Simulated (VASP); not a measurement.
# MgO (Fm-3m) in VASP: notebook

Runs on MgO. Level: HSE06. Tasks: relaxation of cell and atoms.

Everything below comes from runs of VASP 6.6.1. Logs are shortened: lines on timing, memory, paths and dates and some standing lists are left out, and cuts for length are marked.

## (1) The crystal as given

Symmetry: Fm-3m, No. 225, cubic system. Conventional cell: a = 4.217 Å, b = 4.217 Å, c = 4.217 Å, α = 90.00°, β = 90.00°, γ = 90.00°. Mg (site symmetry m-3m) has 6 O at 2.11 Å as nearest neighbours. O (site symmetry m-3m) has 6 Mg at 2.11 Å as nearest neighbours.

## (2) Relaxation of cell and atoms, HSE06

POSCAR reads:

```
MgO
1.0
    0.0000000000      2.1085000000      2.1085000000
    2.1085000000      0.0000000000      2.1085000000
    2.1085000000      2.1085000000      0.0000000000
Mg O
1 1
Direct
    0.0000000000      0.0000000000      0.0000000000
    0.5000000000      0.5000000000      0.5000000000
```

INCAR.step1 reads:

```
PREC = Accurate ; ENCUT = 520
EDIFF = 1E-5 ; ISMEAR = 0
SIGMA = 0.02 ; LREAL = False
LASPH = True ; NELM = 100
ALGO = Normal ; LWAVE = True
LCHARG = False ; KPAR = 4
GGA = PE
```

INCAR.step2 reads:

```
PREC = Accurate ; ENCUT = 520
EDIFF = 1E-7 ; ISMEAR = 0
SIGMA = 0.02 ; LREAL = False
LASPH = True ; NELM = 100
ALGO = Normal ; ISIF = 3
LWAVE = False ; LCHARG = False
GGA = PE ; LHFCALC = True
HFSCREEN = 0.2 ; PRECFOCK = Fast
IBRION = 2 ; NSW = 80
EDIFFG = -0.01 ; KPAR = 4
ISTART = 1
```

KPOINTS reads:

```
Automatic mesh
0
Gamma
  6 6 6
```

Potentials or basis: VASP PAW PBE potentials, release 64 (Mg, O).

The run is started by

```sh
$ cat potpaw_PBE.64/Mg/POTCAR potpaw_PBE.64/O/POTCAR > POTCAR
$ cp INCAR.step1 INCAR
$ mpirun -np 4 vasp_std > vasp.out
$ cp INCAR.step2 INCAR
$ mpirun -np 4 vasp_std > vasp.out
```

OUTCAR:

```text
PREC = Accurate
   ENCUT = 520
   EDIFF = 1E-7
   ISMEAR = 0
   LREAL = False
   LASPH = True
   NELM = 100
   ISIF = 3
   GGA = PE
   LHFCALC = True
   HFSCREEN = 0.2
   PRECFOCK = Fast
   IBRION = 2
   NSW = 80
   EDIFFG = -0.01
   ISTART = 1

 ion  position               nearest neighbor table
   1  0.000  0.000  0.000-   2 2.11   2 2.11   2 2.11   2 2.11   2 2.11   2 2.11
   2  0.500  0.500  0.500-   1 2.11   1 2.11   1 2.11   1 2.11   1 2.11   1 2.11

  LATTYP: Found a face centered cubic cell.
 ALAT       =     4.2170000000

  Lattice vectors:

 A1 = (   0.0000000000,   2.1085000000,   2.1085000000)
 A2 = (   2.1085000000,   0.0000000000,   2.1085000000)
 A3 = (   2.1085000000,   2.1085000000,   0.0000000000)

Analysis of symmetry for initial positions (statically):
=====================================================================
 Subroutine PRICEL returns:
 Original cell was already a primitive cell.

 Routine SETGRP: Setting up the symmetry group for a
 face centered cubic supercell.

 Subroutine GETGRP returns: Found 48 space group operations
 (whereof 48 operations were pure point group operations)
 out of a pool of 48 trial point group operations.

The static configuration has the point symmetry O_h .

Analysis of symmetry for dynamics (positions and initial velocities):
=====================================================================
 Subroutine PRICEL returns:
 Original cell was already a primitive cell.

 Routine SETGRP: Setting up the symmetry group for a
 face centered cubic supercell.

 Subroutine GETGRP returns: Found 48 space group operations
 (whereof 48 operations were pure point group operations)
 out of a pool of 48 trial point group operations.

The dynamic configuration has the point symmetry O_h .

 Subroutine INISYM returns: Found 48 space group operations
 (whereof 48 operations are pure point group operations),
 and found     1 'primitive' translations

----------------------------------------------------------------------------------------

                                     Primitive cell

  volume of cell :      18.7478

  direct lattice vectors                    reciprocal lattice vectors
     0.000000000  2.108500000  2.108500000    -0.237135404  0.237135404  0.237135404
     2.108500000  0.000000000  2.108500000     0.237135404 -0.237135404  0.237135404
     2.108500000  2.108500000  0.000000000     0.237135404  0.237135404 -0.237135404

  length of vectors
     2.981869296  2.981869296  2.981869296     0.410730569  0.410730569  0.410730569

  position of ions in fractional coordinates (direct lattice)
     0.000000000  0.000000000  0.000000000
     0.500000000  0.500000000  0.500000000

  ion indices of the primitive-cell ions
   primitive index   ion index
                 1           1
                 2           2

----------------------------------------------------------------------------------------

 KPOINTS: Automatic mesh

Automatic generation of k-mesh.
 Grid dimensions read from file:
 generate k-points for:    6    6    6

 Generating k-lattice:

  Cartesian coordinates                     Fractional coordinates (reciprocal lattice)
    -0.039522567  0.039522567  0.039522567     0.166666667  0.000000000  0.000000000
     0.039522567 -0.039522567  0.039522567     0.000000000  0.166666667  0.000000000
     0.039522567  0.039522567 -0.039522567     0.000000000  0.000000000  0.166666667

  Length of vectors
     0.068455095  0.068455095  0.068455095

  Shift w.r.t. Gamma in fractional coordinates (k-lattice)
     0.000000000  0.000000000  0.000000000

 Subroutine IBZKPT returns following result:
 ===========================================

 Found     16 irreducible k-points:

 Following reciprocal coordinates:
            Coordinates               Weight
  0.000000  0.000000  0.000000      1.000000
  0.166667  0.000000  0.000000      8.000000
  0.333333  0.000000  0.000000      8.000000
  0.500000  0.000000  0.000000      4.000000
  0.166667  0.166667  0.000000      6.000000
  0.333333  0.166667  0.000000     24.000000
[... 8 lines left out ...]
 -0.333333  0.333333  0.166667     24.000000
 -0.333333  0.500000  0.166667     12.000000
   k-points           NKPTS =     16   k-points in BZ     NKDIM =    216   number of bands    NBANDS=      8
   number of dos      NEDOS =    301   number of ions     NIONS =      2
   total plane-waves  NPLWV =  13824
   dimension x,y,z NGX =    24 NGY =   24 NGZ =   24
   dimension x,y,z NGXF=    48 NGYF=   48 NGZF=   48
   ions per type =               1   1
   NGX,Y,Z   is equivalent  to a cutoff of  13.38, 13.38, 13.38 a.u.
   NGXF,Y,Z  is equivalent  to a cutoff of  26.76, 26.76, 26.76 a.u.
 SYSTEM =  unknown system
   PREC   = accura    normal or accurate (medium, high low for compatibility)
   ISTART =      1    job   : 0-new  1-cont  2-samecut
   ICHARG =      0    charge: 1-file 2-atom 10-const
   ISPIN  =      1    spin polarized calculation?
   LNONCOLLINEAR =      F non collinear calculations
   LSORBIT =      F    spin-orbit coupling
   LASPH  =      T    aspherical Exc in radial PAW
   ENCUT  =  520.0 eV  38.22 Ry    6.18 a.u.   5.54  5.54  5.54*2*pi/ulx,y,z
   NELM   =    100;   NELMIN=  2; NELMDL=  0     # of ELM steps
   EDIFF  = 0.1E-06   stopping-criterion for ELM
   LREAL  =      F    real-space projection
   EDIFFG = -.1E-01   stopping-criterion for IOM
   NSW    =     80    number of steps for IOM
   IBRION =      2    ionic relax: 0-MD 1-quasi-New 2-CG
   NFREE  =      1    steps in history (QN), initial steepest desc. (CG)
   ISIF   =      3    stress and relaxation
   ISYM   =      3    0-nonsym 1-usesym 2-fastsym
   POTIM  = 0.5000    time-step for ionic-motion
   TEBEG  =    0.0;   TEEND  =   0.0 temperature during run
   PSTRESS=    0.0 pullay stress
   NELECT =       8.0000    total number of electrons
   NUPDOWN=      -1.0000    fix difference up-down
   EMIN   =  10.00;   EMAX   =-10.00  energy-range for DOS
   EFERMI =   0.00;   METHOD = LEGACY
   ISMEAR =     0;   SIGMA  =   0.02  broadening in eV -4-tet -1-fermi 0-gaus
   EFERMI_NEDOS =   21; number of points for ismear=-14 and -15
   IALGO  =     38    algorithm
   IMIX   =      1    mixing-type and parameters
     AMIX     =   0.40;   BMIX     =  1.00
     AMIX_MAG =   1.60;   BMIX_MAG =  1.00
  volume/ion in A,a.u.               =       9.37        63.26
  Fermi-wavevector in a.u.,A,eV,Ry     =   1.232503  2.329092 20.668107  1.519063
  Thomas-Fermi vector in A             =   2.367270
   LORBIT       =      0    0 simple, 1 ext, 2 COOP (PROOUT), +10 PAW based schemes
   GGA     = PE    functional components
   LHFCALC =     T    Hartree Fock is set to
   PRECFOCK=fast      Normal, Fast or Accurate (Low or Medium for compatibility)
   ENCUT4O =  -1.0   cutoff for four orbital integrals eV
   NKREDX  =     1    reduce k-point grid by
   NKREDY  =     1    reduce k-point grid by
   NKREDZ  =     1    reduce k-point grid by
   AEXX    =    0.2500 exact exchange contribution
   HFSCREEN=    0.2000 screening length (either q_TF or 0.3 A-1)
   HFSCREENC=   0.2000 screening length for correlation (either q_TF or 0.3 A-1)
   ENCUTFOCK=  -1.0 apply spherical cutoff to Coloumb kernel
   IVDW    =     0    specifies the selected vdW correction
   LEPSILON=     F    determine dielectric tensor
   LRPA    =     F    only Hartree local field effects (RPA)
 conjugate gradient relaxation of ions
 non-spin polarized calculation
 Gauss-broadening in eV      SIGMA  =   0.02
  energy-cutoff  :      520.00
  volume of cell :       18.75
 maximum number of plane-waves:       531
 NGX is ok and might be reduce to    24
  NGX = 14; NGY = 14; NGZ = 14

--------------------------------------- Ionic step        1  -------------------------------------------

 number of electron       8.0000005 magnetization

 Free energy of the ion-electron system (eV)
  ---------------------------------------------------
  ext. energy  EPLUGINS =         0.00000000
  ---------------------------------------------------
  free energy    TOTEN  =       -14.22998389 eV

  energy without entropy =      -14.22998389  energy(sigma->0) =      -14.22998389

------------------------ aborting loop because EDIFF is reached ----------------------------------------

  FORCE on cell =-STRESS in cart. coord.  units (eV):
  Direction    XX          YY          ZZ          XY          YZ          ZX
  --------------------------------------------------------------------------------------
  -------------------------------------------------------------------------------------
  Total       -0.2502275     -0.2502275     -0.2502275      0.0000000      0.0000000      0.0000000
  in kB      -21.3842882    -21.3842882    -21.3842882      0.0000000      0.0000000      0.0000000
  external PRESSURE =     -21.3842882 kB  Pullay stress =       0.0000000 kB
[... 57 lines left out ...]
  energy  without entropy=      -14.2313450649  energy(sigma->0) =      -14.23134506

--------------------------------------- Ionic step        3  -------------------------------------------

 number of electron       8.0000004 magnetization

 Free energy of the ion-electron system (eV)
  ---------------------------------------------------
  ext. energy  EPLUGINS =         0.00000000
  ---------------------------------------------------
  free energy    TOTEN  =       -14.23161176 eV

  energy without entropy =      -14.23161176  energy(sigma->0) =      -14.23161176

 E-fermi :   2.1821     XC(G=0):  -9.1180

 val. band max:        1.9953456473   @ k =   0.0000   0.0000   0.0000
 cond. band min:       8.5573805412   @ k =   0.0000   0.0000   0.0000
 fundamental gap:      6.5620348939
 Fermi energy:         2.1820733873

 k-point     1 :       0.0000    0.0000    0.0000
  band No.  band energies     occupation
      1     -16.8806      2.00000
      2       1.9953      2.00000
      3       1.9953      2.00000
      4       1.9953      2.00000
      5       8.5574      0.00000
      6      19.8306      0.00000
      7      19.8306      0.00000
      8      19.8306      0.00000
[... 192 lines left out ...]
  FREE ENERGIE OF THE ION-ELECTRON SYSTEM (eV)
  ---------------------------------------------------
  free  energy   TOTEN  =       -14.2316117622 eV

  energy  without entropy=      -14.2316117622  energy(sigma->0) =      -14.23161176

 reached required accuracy - stopping structural energy minimisation
```

Run time: 2 min. Hardware: 4 MPI ranks of Intel Xeon Platinum 8259CL at 2.50GHz (Skylake/Cascade Lake), shared host; peak memory 0.23 GiB.

What came out:

```yaml
Free_energy: -14.2316 eV
Relaxed_volume: 9.25 Å³/atom
Relaxed_cell: a = 2.969 Å, b = 2.969 Å, c = 2.969 Å, α = 60.00°, β = 60.00°, γ = 60.00°
Space_group_after_relaxing_to_0.05_Å: Fm-3m (No. 225)
Energy_gained_by_relaxing: 0.8 meV/atom
Ionic_steps: 3
Pressure_after_relaxing: 0.0 GPa
Band_gap_on_the_k_mesh: 6.56 eV, direct
```

Step by step:
```csv
step,energy change (eV),largest force (eV/Å),pressure (GPa),volume (Å³)
1,0.0000,0.0000,-2.14,18.75
2,-0.0014,0.0000,0.90,18.41
3,-0.0016,0.0000,0.00,18.51
```

Final structure:
```yaml
crystal:
  lattice:
    - [0.00000, 2.09942, 2.09942]
    - [2.09942, 0.00000, 2.09942]
    - [2.09942, 2.09942, 0.00000]
  atoms:
    - { symbol: Mg, position: [0.00000, 0.00000, 0.00000] }
    - { symbol: O, position: [0.50000, 0.50000, 0.50000] }
```

Caveat: the k mesh is coarse (spacing up to 0.43 Å⁻¹), so the values aren't converged, least of all with exact exchange; the PAW data sets were made with another functional, which shifts forces and pressure a little.

## (3) Relaxation of cell and atoms, HSE06

This run uses another cell than the first one, of 9.25 Å³/atom, 0.987 times its volume.

POSCAR reads:

```
MgO                                     
1.0
    0.0000000000      2.0994170195      2.0994170195
    2.0994170195     -0.0000000000      2.0994170195
    2.0994170195      2.0994170195      0.0000000000
  Mg              O             
     1     1
Direct
     0.0000000000000000    0.0000000000000000    0.0000000000000000
     0.5000000000000000    0.5000000000000000    0.5000000000000000
```

INCAR.step1 is that of step 2.

INCAR.step2 is that of step 2.

KPOINTS is that of step 2.

Potentials or basis: VASP PAW PBE potentials, release 64 (Mg, O).

The run is started by

```sh
$ cat potpaw_PBE.64/Mg/POTCAR potpaw_PBE.64/O/POTCAR > POTCAR
$ cp INCAR.step1 INCAR
$ mpirun -np 4 vasp_std > vasp.out
$ cp INCAR.step2 INCAR
$ mpirun -np 4 vasp_std > vasp.out
```

OUTCAR:

```text
PREC = Accurate
   ENCUT = 520
   EDIFF = 1E-7
   ISMEAR = 0
   LREAL = False
   LASPH = True
   NELM = 100
   ISIF = 3
   GGA = PE
   LHFCALC = True
   HFSCREEN = 0.2
   PRECFOCK = Fast
   IBRION = 2
   NSW = 80
   EDIFFG = -0.01
   ISTART = 1

 ion  position               nearest neighbor table
   1  0.000  0.000  0.000-   2 2.10   2 2.10   2 2.10   2 2.10   2 2.10   2 2.10
   2  0.500  0.500  0.500-   1 2.10   1 2.10   1 2.10   1 2.10   1 2.10   1 2.10

  LATTYP: Found a face centered cubic cell.
 ALAT       =     4.1988340390
[... 367 lines left out ...]

  FORCE on cell =-STRESS in cart. coord.  units (eV):
  Direction    XX          YY          ZZ          XY          YZ          ZX
  --------------------------------------------------------------------------------------
  -------------------------------------------------------------------------------------
  Total        0.0011539      0.0011539      0.0011539     -0.0000000      0.0000000      0.0000000
  in kB        0.0998932      0.0998932      0.0998932     -0.0000000      0.0000000      0.0000000
  external PRESSURE =       0.0998932 kB  Pullay stress =       0.0000000 kB

 VOLUME and BASIS-vectors are now :
 -----------------------------------------------------------------------------
  energy-cutoff  :      520.00
  volume of cell :       18.51
      direct lattice vectors                 reciprocal lattice vectors
     0.000000000  2.099417020  2.099417020    -0.238161354  0.238161354  0.238161354
     2.099417020  0.000000000  2.099417020     0.238161354 -0.238161354  0.238161354
     2.099417020  2.099417020  0.000000000     0.238161354  0.238161354 -0.238161354

 POSITION                                       TOTAL-FORCE (eV/Angst)
 -----------------------------------------------------------------------------------
      0.00000      0.00000      0.00000        -0.000000      0.000000     -0.000000
      2.09942      2.09942      2.09942         0.000000      0.000000      0.000000
 -----------------------------------------------------------------------------------
    total drift:                                0.000131      0.000125      0.000130

  FREE ENERGIE OF THE ION-ELECTRON SYSTEM (eV)
  ---------------------------------------------------
  free  energy   TOTEN  =       -14.2312476938 eV

  energy  without entropy=      -14.2312476938  energy(sigma->0) =      -14.23124769

 reached required accuracy - stopping structural energy minimisation
```

Wall time 49 s (4 MPI ranks of Intel Xeon Platinum 8259CL at 2.50GHz (Skylake/Cascade Lake), shared host); peak memory 0.22 GiB.

What came out:

| Item | Value |
| --- | --- |
| Free energy | -14.2312 eV |
| Pressure after relaxing | 0.0 GPa |
| Band gap on the k mesh | 6.56 eV, direct |

Final structure:
```cif
data_structure
_symmetry_space_group_name_H-M 'P 1'
_symmetry_Int_Tables_number 1
_cell_length_a 2.9690
_cell_length_b 2.9690
_cell_length_c 2.9690
_cell_angle_alpha 60.000
_cell_angle_beta 60.000
_cell_angle_gamma 60.000
_cell_volume 18.51
loop_
_atom_site_label
_atom_site_type_symbol
_atom_site_fract_x
_atom_site_fract_y
_atom_site_fract_z
_atom_site_occupancy
Mg1 Mg 0.00000 0.00000 0.00000 1
O1 O 0.50000 0.50000 0.50000 1
```

Caveat: the k mesh is coarse (spacing up to 0.43 Å⁻¹), so the values aren't converged, least of all with exact exchange; the relaxation stopped at its first step, so nothing moved; the PAW data sets were made with another functional, which shifts forces and pressure a little.
